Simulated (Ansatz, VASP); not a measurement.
## One calculation of Nb, two programs

```
Nb
1.0
     2.56843    0.00000    0.00000
     0.00000    2.56843    0.00000
     0.00000    0.00000    2.56843
Nb
1
Cartesian
  0.0000 0.0000 0.0000
```

Change from the starting cell: volume scaled by 0.9, LAPW.

Alike in both runs: task single point; functional LDA; k mesh 14 × 14 × 14; occupations fermi-dirac, width 0.05 eV; no spin polarisation.

|  | VASP | Ansatz |
| --- | --- | --- |
| version | VASP 6.6.1 | Ansatz 0.2.0 |
| potentials or method | VASP PAW LDA potentials, release 64 (Nb_sv), cutoff 520 eV | all-electron LAPW, scalar-relativistic |

|  | VASP | Ansatz | Ansatz less VASP |
| --- | --- | --- | --- |
| pressure (GPa) | 19.6 | 19.6 | -0.03 |

Ansatz ran all-electron here, so the differences hold the error of VASP's frozen core and of both bases.

Caveats: so large a pressure means that the cell lies far from this level's equilibrium, or that cutoff or potentials fall short (VASP).
